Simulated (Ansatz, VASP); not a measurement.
## One calculation of V, two programs

INCAR

```
SYSTEM = V
  PREC = Accurate
  ENCUT = 520
  EDIFF = 1E-6
  ISMEAR = -1
  SIGMA = 0.05
  LREAL = .FALSE.
  LASPH = .TRUE.
  NELM = 150
  ALGO = Normal
  ISIF = 2
  LWAVE = .FALSE.
  LCHARG = .FALSE.
  ISPIN = 2
  MAGMOM = 2 2
  LORBIT = 11
  LMAXMIX = 4
  GGA = PE
  NBANDS = 24
```

The input KPOINTS:

```
Automatic mesh
0
G
  12 12 6
  0 0 0
```

POSCAR

```
V
1.0
    2.6385650605      0.0000000000      0.0000000000
   -1.3192825302      2.2850643718      0.0000000000
    0.0000000000      0.0000000000      4.7854922858
V
2
Direct
    0.3333333333      0.6666666667      0.2500000000
    0.6666666667      0.3333333333      0.7500000000
```

File input.yaml:

```yaml
crystal:
  lattice:
    - [2.6385650605, 0.0, 0.0]
    - [-1.3192825302, 2.2850643718, 0.0]
    - [0.0, 0.0, 4.7854922858]
  atoms:
    - { symbol: V, position: [0.3333333333, 0.6666666667, 0.25], spin: 2.0 }
    - { symbol: V, position: [0.6666666667, 0.3333333333, 0.75], spin: 2.0 }
kpoints:
  mp_grid: { grid: [12, 12, 6] }
scf:
  occupations: { method: fermi_dirac, width: 0.05 }
hamiltonian:
  xc: pbe
  pseudopotentials: { kind: all_electron, lapw: { basis_error: 0.0005 } }
magnetization:
  spin_polarized: true
output:
  forces: true
  stress: true
  eigenvalues: true
```

Change from the starting cell: volume scaled by 1.04.

Alike in both runs: task single point; functional PBE; k mesh 12 × 12 × 6; occupations fermi-dirac, width 0.05 eV; collinear spin.

```csv
,VASP,Ansatz
version,VASP 6.6.1,Ansatz 0.2.0
potentials or method,"VASP PAW PBE potentials, release 64 (V_sv)","all-electron LAPW, scalar-relativistic"
plane-wave cutoff (eV),520,see its input
```

|  | VASP | Ansatz | Ansatz less VASP |
| --- | --- | --- | --- |
| gap on the k mesh at the Fermi level (eV) | none | none | - |
| pressure (GPa) | -6.5 | -6.8 | -0.22 |
| largest component of the traceless stress (GPa) | 0.62 | 0.59 | -0.030 |
| net moment per atom (μB) | 0.00 | 0.00 | 0.000 |

A gap of «none» marks a metal or a gap that the smearing closes. Ansatz ran all-electron here, so the differences hold the error of VASP's frozen core and of both bases.

Caveats: the starting moments weren't kept (Ansatz).
